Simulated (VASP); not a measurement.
# SnTe (Fm-3m) in VASP: notebook

Runs on SnTe. Level: PBEsol. Tasks: relaxation of cell and atoms.

All numbers are computed with VASP 6.6.1; they aren't measurements. Logs are shortened: lines on timing, memory, paths and dates and some standing lists are left out, and cuts for length are marked.

## (1) The structure

The structure is cubic, space group Fm-3m (No. 225). The conventional cell has a = 6.290 Å, b = 6.290 Å, c = 6.290 Å, α = 90.00°, β = 90.00°, γ = 90.00°. Sn (site symmetry m-3m) is surrounded by 6 Te at 3.14 Å. Te (site symmetry m-3m) has 6 Sn at 3.14 Å as nearest neighbours.

## (2) Relaxation of cell and atoms, PBEsol

The input, INCAR:

```
PREC     = Accurate       # precision mode
ENCUT    = 600            # plane-wave cutoff, eV
EDIFF    = 1E-7           # SCF threshold, eV
ISMEAR   = 0              # smearing method
SIGMA    = 0.03           # smearing width, eV
LREAL    = F              # projectors in reciprocal space
LASPH    = T              # aspherical terms in the spheres
NELM     = 80             # most SCF steps
ALGO     = Normal         # electronic algorithm
ISIF     = 3              # what is computed and relaxed
LWAVE    = F              # write WAVECAR
LCHARG   = F              # write CHGCAR
GGA      = PS             # functional
IBRION   = 2              # ionic algorithm
NSW      = 90             # ionic steps
EDIFFG   = -0.005         # ionic threshold
```

The input, KPOINTS:

```
Automatic mesh
0
Gamma
  10 10 10
```

The input, POSCAR:

```
SnTe                                    
1.0
   -0.0000000000      3.1448388744      3.1448388744
    3.1448388744     -0.0000000000      3.1448388744
    3.1448388744      3.1448388744      0.0000000000
  Sn              Te            
     1     1
Direct
     0.0000000000000000    0.0000000000000000    0.0000000000000000
     0.5000000000000000    0.5000000000000000    0.5000000000000000
```

Potentials or basis: VASP PAW PBE potentials, release 64 (Sn_d, Te).

Run with:

```sh
$ cat potpaw_PBE.64/Sn_d/POTCAR potpaw_PBE.64/Te/POTCAR > POTCAR
$ mpirun -np 1 vasp_std > vasp.out
```

OUTCAR:

```text
PREC = Accurate
   ENCUT = 600
   EDIFF = 1E-7
   ISMEAR = 0
   LREAL = F
   LASPH = T
   NELM = 80
   ISIF = 3
   GGA = PS
   IBRION = 2
   NSW = 90
   EDIFFG = -0.005

 ion  position               nearest neighbor table
   1  0.000  0.000  0.000-   2 3.14   2 3.14   2 3.14   2 3.14   2 3.14   2 3.14
   2  0.500  0.500  0.500-   1 3.14   1 3.14   1 3.14   1 3.14   1 3.14   1 3.14

  LATTYP: Found a face centered cubic cell.
 ALAT       =     6.2896777488

  Lattice vectors:

 A1 = (   0.0000000000,   3.1448388744,   3.1448388744)
 A2 = (   3.1448388744,   0.0000000000,   3.1448388744)
 A3 = (   3.1448388744,   3.1448388744,   0.0000000000)

Analysis of symmetry for initial positions (statically):
=====================================================================
 Subroutine PRICEL returns:
 Original cell was already a primitive cell.

 Routine SETGRP: Setting up the symmetry group for a
 face centered cubic supercell.

 Subroutine GETGRP returns: Found 48 space group operations
 (whereof 48 operations were pure point group operations)
 out of a pool of 48 trial point group operations.

The static configuration has the point symmetry O_h .

Analysis of symmetry for dynamics (positions and initial velocities):
=====================================================================
 Subroutine PRICEL returns:
 Original cell was already a primitive cell.

 Routine SETGRP: Setting up the symmetry group for a
 face centered cubic supercell.

 Subroutine GETGRP returns: Found 48 space group operations
 (whereof 48 operations were pure point group operations)
 out of a pool of 48 trial point group operations.

The dynamic configuration has the point symmetry O_h .

 Subroutine INISYM returns: Found 48 space group operations
 (whereof 48 operations are pure point group operations),
 and found     1 'primitive' translations

----------------------------------------------------------------------------------------

                                     Primitive cell

  volume of cell :      62.2050

  direct lattice vectors                    reciprocal lattice vectors
     0.000000000  3.144838874  3.144838874    -0.158990657  0.158990657  0.158990657
     3.144838874  0.000000000  3.144838874     0.158990657 -0.158990657  0.158990657
     3.144838874  3.144838874  0.000000000     0.158990657  0.158990657 -0.158990657

  length of vectors
     4.447473788  4.447473788  4.447473788     0.275379897  0.275379897  0.275379897

  position of ions in fractional coordinates (direct lattice)
     0.000000000  0.000000000  0.000000000
     0.500000000  0.500000000  0.500000000

  ion indices of the primitive-cell ions
   primitive index   ion index
                 1           1
                 2           2

----------------------------------------------------------------------------------------

 KPOINTS: Automatic mesh

Automatic generation of k-mesh.
 Grid dimensions read from file:
 generate k-points for:   10   10   10

 Generating k-lattice:

  Cartesian coordinates                     Fractional coordinates (reciprocal lattice)
    -0.015899066  0.015899066  0.015899066     0.100000000  0.000000000  0.000000000
     0.015899066 -0.015899066  0.015899066     0.000000000  0.100000000  0.000000000
     0.015899066  0.015899066 -0.015899066     0.000000000  0.000000000  0.100000000

  Length of vectors
     0.027537990  0.027537990  0.027537990

  Shift w.r.t. Gamma in fractional coordinates (k-lattice)
     0.000000000  0.000000000  0.000000000

 Subroutine IBZKPT returns following result:
 ===========================================

 Found     47 irreducible k-points:

 Following reciprocal coordinates:
            Coordinates               Weight
  0.000000  0.000000  0.000000      1.000000
  0.100000  0.000000  0.000000      8.000000
  0.200000  0.000000  0.000000      8.000000
  0.300000  0.000000  0.000000      8.000000
  0.400000  0.000000  0.000000      8.000000
  0.500000  0.000000  0.000000      4.000000
[... 16 lines left out ...]
  0.300000  0.300000  0.000000      6.000000
  0.400000  0.300000  0.000000     24.000000
 [... further k-points ...]
   k-points           NKPTS =     47   k-points in BZ     NKDIM =     47   number of bands    NBANDS=     14
   number of dos      NEDOS =    301   number of ions     NIONS =      2
   total plane-waves  NPLWV =  46656
   dimension x,y,z NGX =    36 NGY =   36 NGZ =   36
   dimension x,y,z NGXF=    72 NGYF=   72 NGZF=   72
   ions per type =               1   1
   NGX,Y,Z   is equivalent  to a cutoff of  13.46, 13.46, 13.46 a.u.
   NGXF,Y,Z  is equivalent  to a cutoff of  26.91, 26.91, 26.91 a.u.
 SYSTEM =  unknown system
   PREC   = accura    normal or accurate (medium, high low for compatibility)
   ISTART =      0    job   : 0-new  1-cont  2-samecut
   ICHARG =      2    charge: 1-file 2-atom 10-const
   ISPIN  =      1    spin polarized calculation?
   LNONCOLLINEAR =      F non collinear calculations
[... 32 lines left out ...]
   IVDW    =     0    specifies the selected vdW correction
   LEPSILON=     F    determine dielectric tensor
   LRPA    =     F    only Hartree local field effects (RPA)
 conjugate gradient relaxation of ions
 non-spin polarized calculation
 Gauss-broadening in eV      SIGMA  =   0.03
  energy-cutoff  :      600.00
  volume of cell :       62.20
 maximum number of plane-waves:      2092
   NGX = 17   NGY = 17   NGZ = 17

 number of electron      19.9999998 magnetization

 Free energy of the ion-electron system (eV)
  ---------------------------------------------------
  ext. energy  EPLUGINS =         0.00000000
  ---------------------------------------------------
  free energy    TOTEN  =        -8.33932301 eV

  energy without entropy =       -8.33932288  energy(sigma->0) =       -8.33932294

 E-fermi :   6.9010     XC(G=0):  -9.6785

 val. band max:        6.8215705350   @ k =   0.5000   0.0000   0.0000
 cond. band min:       6.9804549633   @ k =   0.5000   0.0000   0.0000
 fundamental gap:      0.1588844283
 Fermi energy:         6.9010126238

 k-point     1 :       0.0000    0.0000    0.0000
  band No.  band energies     occupation
      1     -14.9090      2.00000
      2     -14.9090      2.00000
      3     -14.9018      2.00000
      4     -14.9018      2.00000
      5     -14.9018      2.00000
      6      -5.9866      2.00000
      7       2.1867      2.00000
      8       4.7283      2.00000
      9       4.7283      2.00000
     10       4.7283      2.00000
     11      10.2205      0.00000
     12      10.2205      0.00000
     13      10.2205      0.00000
     14      11.5816      0.00000

 k-point     2 :       0.1000    0.0000    0.0000
  band No.  band energies     occupation
      1     -14.9094      2.00000
      2     -14.9094      2.00000
      3     -14.9016      2.00000
      4     -14.9012      2.00000
      5     -14.9012      2.00000
      6      -5.9011      2.00000
      7       1.6941      2.00000
      8       4.7424      2.00000
      9       4.7424      2.00000
     10       5.0809      2.00000
     11       9.7450      0.00000
     12       9.7450      0.00000
     13       9.7604      0.00000
     14      11.5045      0.00000

 k-point     3 :       0.2000    0.0000    0.0000
  band No.  band energies     occupation
      1     -14.9107      2.00000
      2     -14.9107      2.00000
      3     -14.9012      2.00000
      4     -14.8995      2.00000
      5     -14.8995      2.00000
      6      -5.6534      2.00000
      7       0.7024      2.00000
      8       4.7920      2.00000
      9       4.7920      2.00000
     10       5.6652      2.00000
     11       8.8627      0.00000
     12       8.8627      0.00000
     13       8.9057      0.00000
     14      11.6540      0.00000
[... 324 lines left out ...]
 k-point    23 :       0.3000    0.3000    0.0000
  band No.  band energies     occupation
      1     -14.9204      2.00000
      2     -14.9057      2.00000
      3     -14.9044      2.00000
      4     -14.8944      2.00000
      5     -14.8944      2.00000
      6      -5.0661      2.00000
      7       0.2756      2.00000
      8       3.5651      2.00000
      9       3.5651      2.00000
     10       3.8251      2.00000
     11       9.4852      0.00000
     12       9.9881      0.00000
     13      11.0223      0.00000
     14      11.0223      0.00000

 k-point    24 :       0.4000    0.3000    0.0000
  band No.  band energies     occupation
      1     -14.9226      2.00000
      2     -14.9059      2.00000
      3     -14.9044      2.00000
      4     -14.8932      2.00000
      5     -14.8928      2.00000
      6      -4.7786      2.00000
      7      -0.0522      2.00000
      8       2.8666      2.00000
      9       3.4499      2.00000
     10       3.6603      2.00000
     11       9.4944      0.00000
     12      10.7329      0.00000
     13      10.8419      0.00000
     14      11.2234      0.00000

 [... further k-points ...]

------------------------ aborting loop because EDIFF is reached ----------------------------------------

  FORCE on cell =-STRESS in cart. coord.  units (eV):
  Direction    XX          YY          ZZ          XY          YZ          ZX
  --------------------------------------------------------------------------------------
  -------------------------------------------------------------------------------------
  Total       -0.0031090     -0.0031090     -0.0031090     -0.0000000     -0.0000000      0.0000000
  in kB       -0.0800763     -0.0800763     -0.0800763     -0.0000000     -0.0000000      0.0000000
  external PRESSURE =      -0.0800763 kB  Pullay stress =       0.0000000 kB

 VOLUME and BASIS-vectors are now :
 -----------------------------------------------------------------------------
  energy-cutoff  :      600.00
  volume of cell :       62.20
      direct lattice vectors                 reciprocal lattice vectors
     0.000000000  3.144838874  3.144838874    -0.158990657  0.158990657  0.158990657
     3.144838874  0.000000000  3.144838874     0.158990657 -0.158990657  0.158990657
     3.144838874  3.144838874  0.000000000     0.158990657  0.158990657 -0.158990657

 POSITION                                       TOTAL-FORCE (eV/Angst)
 -----------------------------------------------------------------------------------
      0.00000      0.00000      0.00000         0.000000      0.000000     -0.000000
      3.14484      3.14484      3.14484         0.000000      0.000000      0.000000
 -----------------------------------------------------------------------------------
    total drift:                               -0.000000      0.000000      0.000000

  FREE ENERGIE OF THE ION-ELECTRON SYSTEM (eV)
  ---------------------------------------------------
  free  energy   TOTEN  =        -8.3393230051 eV

  energy  without entropy=       -8.3393228831  energy(sigma->0) =       -8.33932294

 reached required accuracy - stopping structural energy minimisation
```

Wall time 41 s (1 thread of Intel Xeon Platinum 8259CL at 2.50GHz (Skylake/Cascade Lake), shared host); peak memory 0.23 GiB.

Results:

* Free energy: -8.3393 eV
* Pressure after relaxing: 0.0 GPa
* Band gap on the k mesh: 0.16 eV, direct

Final structure:
```xyz
2
Lattice="0.0000 3.1448 3.1448 3.1448 0.0000 3.1448 3.1448 3.1448 0.0000" Properties=species:S:1:pos:R:3 pbc="T T T"
Sn    0.0000    0.0000    0.0000
Te    3.1448    3.1448    3.1448
```

Caveat: the relaxation stopped at its first step, so nothing moved; the PAW data sets were made with another functional, which shifts forces and pressure a little; spin-orbit coupling is left out, which moves the levels of the heavy elements. A k mesh can miss the band edges.

## (3) Relaxation of cell and atoms, PBEsol

This run uses another cell than the first one, of 31.28 Å³/atom, 1.006 times its volume.

The input, INCAR:

```
PREC = Accurate
ENCUT = 600
EDIFF = 1E-6
ISMEAR = 0
SIGMA = 0.03
LREAL = F
LASPH = T
NELM = 80
ALGO = Normal
ISIF = 3
LWAVE = F
LCHARG = F
GGA = PS
IBRION = 2
NSW = 90
EDIFFG = -0.01
KPAR = 4
```

KPOINTS is that of step 2.

The input, POSCAR:

```
SnTe
1.0
    0.0000000000      3.1508500000      3.1508500000
    3.1508500000      0.0000000000      3.1508500000
    3.1508500000      3.1508500000      0.0000000000
Sn Te
1 1
Direct
    0.0000000000      0.0000000000      0.0000000000
    0.5000000000      0.5000000000      0.5000000000
```

Potentials or basis: VASP PAW PBE potentials, release 64 (Sn_d, Te).

Run with:

```sh
$ cat potpaw_PBE.64/Sn_d/POTCAR potpaw_PBE.64/Te/POTCAR > POTCAR
$ mpirun -np 4 vasp_std > vasp.out
```

Wall time 25 s (4 MPI ranks of Intel Xeon 6975P-C (Granite Rapids), shared host); peak memory 0.24 GiB.

The run converged. Its results:

```yaml
Free_energy: -8.3393 eV
Relaxed_volume: 31.10 Å³/atom
Relaxed_cell: a = 4.447 Å, b = 4.447 Å, c = 4.447 Å, α = 60.00°, β = 60.00°, γ = 60.00°
Space_group_after_relaxing_to_0.05_Å: Fm-3m (No. 225)
Energy_gained_by_relaxing: 0.2 meV/atom
Ionic_steps: 3
Pressure_after_relaxing: 0.0 GPa
Band_gap_on_the_k_mesh: 0.16 eV, direct
```

Step by step:
| step | energy change (eV) | largest force (eV/Å) | pressure (GPa) | volume (Å³) |
| --- | --- | --- | --- | --- |
| 1 | 0.0000 | 0.0000 | -0.30 | 62.56 |
| 2 | -0.0003 | 0.0000 | 0.13 | 62.03 |
| 3 | -0.0003 | 0.0000 | -0.01 | 62.20 |

Final structure:
```xyz
2
Lattice="0.0000 3.1448 3.1448 3.1448 0.0000 3.1448 3.1448 3.1448 0.0000" Properties=species:S:1:pos:R:3 pbc="T T T"
Sn    0.0000    0.0000    0.0000
Te    3.1448    3.1448    3.1448
```

Levels at points of the mesh, in eV from the valence-band top:
| k point | band 6 | band 7 | band 8 | band 9 | band 10 | band 11 | band 12 | band 13 | band 14 |
| --- | --- | --- | --- | --- | --- | --- | --- | --- | --- |
| (0.00, 0.00, 0.00) | -12.81 | -4.63 | -2.09 | -2.09 | -2.09 | 3.40 | 3.40 | 3.40 | 4.76 |
| (0.50, 0.00, 0.00) | -11.51 | -8.34 | -1.75 | -1.75 | 0.00 | 0.16 | 0.39 | 0.39 | 7.76 |
| (0.50, 0.50, 0.00) | -11.20 | -6.44 | -5.59 | -3.72 | -3.72 | 2.13 | 5.00 | 5.00 | 6.46 |

Caveat: the PAW data sets were made with another functional, which shifts forces and pressure a little; spin-orbit coupling is left out, which moves the levels of the heavy elements.

## (4) Relaxation of cell and atoms, PBEsol

INCAR: that of step 3 with these lines changed.

```diff
@@ -2,3 +2,3 @@
 ENCUT = 600
-EDIFF = 1E-6
+EDIFF = 1E-7
 ISMEAR = 0
@@ -15,3 +15,3 @@
 NSW = 90
-EDIFFG = -0.01
+EDIFFG = -0.005
 KPAR = 4
```

KPOINTS is that of step 3.

The input, POSCAR:

```
SnTe                                    
1.0
    0.0000000000      3.1448388752      3.1448388752
    3.1448388752     -0.0000000000      3.1448388752
    3.1448388752      3.1448388752      0.0000000000
  Sn              Te            
     1     1
Direct
     0.0000000000000000    0.0000000000000000    0.0000000000000000
     0.5000000000000000    0.5000000000000000    0.5000000000000000
```

Run with:

```sh
$ cat potpaw_PBE.64/Sn_d/POTCAR potpaw_PBE.64/Te/POTCAR > POTCAR
$ mpirun -np 4 vasp_std > vasp.out
```

It took 13 s on 4 MPI ranks of Intel Xeon 6975P-C (Granite Rapids), shared host; peak memory 0.23 GiB.

It converged, with:

```
Free energy             : -8.3393 eV
Pressure after relaxing : 0.0 GPa
Band gap on the k mesh  : 0.16 eV, direct
```

Final structure:
```yaml
crystal:
  lattice:
    - [0.00000, 3.14484, 3.14484]
    - [3.14484, 0.00000, 3.14484]
    - [3.14484, 3.14484, 0.00000]
  atoms:
    - { symbol: Sn, position: [0.00000, 0.00000, 0.00000] }
    - { symbol: Te, position: [0.50000, 0.50000, 0.50000] }
```

Levels at points of the mesh, in eV from the valence-band top:
```csv
k point,band 6,band 7,band 8,band 9,band 10,band 11,band 12,band 13,band 14
"(0.00, 0.00, 0.00)",-12.81,-4.63,-2.09,-2.09,-2.09,3.40,3.40,3.40,4.76
"(0.50, 0.00, 0.00)",-11.51,-8.34,-1.75,-1.75,0.00,0.16,0.39,0.39,7.76
"(0.50, 0.50, 0.00)",-11.20,-6.44,-5.59,-3.72,-3.72,2.13,5.00,5.00,6.46
```

Caveat: the relaxation stopped at its first step, so nothing moved; the PAW data sets were made with another functional, which shifts forces and pressure a little; spin-orbit coupling is left out, which moves the levels of the heavy elements. A k mesh can miss the band edges.

## (5) Relaxation of cell and atoms, PBEsol

This run uses another cell than the first one, of 31.28 Å³/atom, 1.006 times its volume.

The input, INCAR:

```
SYSTEM = SnTe
PREC = Accurate ; ENCUT = 600
EDIFF = 1E-6 ; ISMEAR = 0
SIGMA = 0.03 ; LREAL = .False.
LASPH = .True. ; NELM = 80
ALGO = Normal ; ISIF = 3
LWAVE = .False. ; LCHARG = .False.
GGA = PS ; IBRION = 2
NSW = 90 ; EDIFFG = -0.01
```

The input, KPOINTS:

```
Automatic mesh
0
Gamma
  10 10 10
  0 0 0
```

The input, POSCAR:

```
SnTe
1.0
    0.0000000000      3.1508500000      3.1508500000
    3.1508500000      0.0000000000      3.1508500000
    3.1508500000      3.1508500000      0.0000000000
Sn Te
1 1
Direct
    0.0000000000      0.0000000000      0.0000000000
    0.5000000000      0.5000000000      0.5000000000
```

Run with:

```sh
$ cat potpaw_PBE.64/Sn_d/POTCAR potpaw_PBE.64/Te/POTCAR > POTCAR
$ mpirun -np 1 vasp_std > vasp.out
```

Run time: 34 s. Hardware: 1 thread of Intel Xeon 6975P-C (Granite Rapids), shared host; peak memory 0.23 GiB.

The run converged. Its results:

| Item | Value |
| --- | --- |
| Free energy | -8.3393 eV |
| Relaxed volume | 31.10 Å³/atom |
| Relaxed cell | a = 4.447 Å, b = 4.447 Å, c = 4.447 Å, α = 60.00°, β = 60.00°, γ = 60.00° |
| Space group after relaxing (to 0.05 Å) | Fm-3m (No. 225) |
| Energy gained by relaxing | 0.2 meV/atom |
| Ionic steps | 3 |
| Pressure after relaxing | 0.0 GPa |
| Band gap on the k mesh | 0.16 eV, direct |

Step by step:
```csv
step,energy change (eV),largest force (eV/Å),pressure (GPa),volume (Å³)
1,0.0000,0.0000,-0.30,62.56
2,-0.0003,0.0000,0.13,62.03
3,-0.0003,0.0000,-0.01,62.20
```

Final structure:
```
Sn Te
1.0
     0.00000    3.14484    3.14484
     3.14484    0.00000    3.14484
     3.14484    3.14484    0.00000
Sn Te
1 1
Direct
  0.00000 0.00000 0.00000
  0.50000 0.50000 0.50000
```

Levels at points of the mesh, in eV from the valence-band top:
| k point | band 6 | band 7 | band 8 | band 9 | band 10 | band 11 | band 12 | band 13 | band 14 |
| --- | --- | --- | --- | --- | --- | --- | --- | --- | --- |
| (0.00, 0.00, 0.00) | -12.81 | -4.63 | -2.09 | -2.09 | -2.09 | 3.40 | 3.40 | 3.40 | 4.76 |
| (0.50, 0.00, 0.00) | -11.51 | -8.34 | -1.75 | -1.75 | 0.00 | 0.16 | 0.39 | 0.39 | 7.76 |
| (0.50, 0.50, 0.00) | -11.20 | -6.44 | -5.59 | -3.72 | -3.72 | 2.13 | 5.00 | 5.00 | 6.46 |

Caveat: the PAW data sets were made with another functional, which shifts forces and pressure a little; spin-orbit coupling is left out, which moves the levels of the heavy elements. A k mesh can miss the band edges.
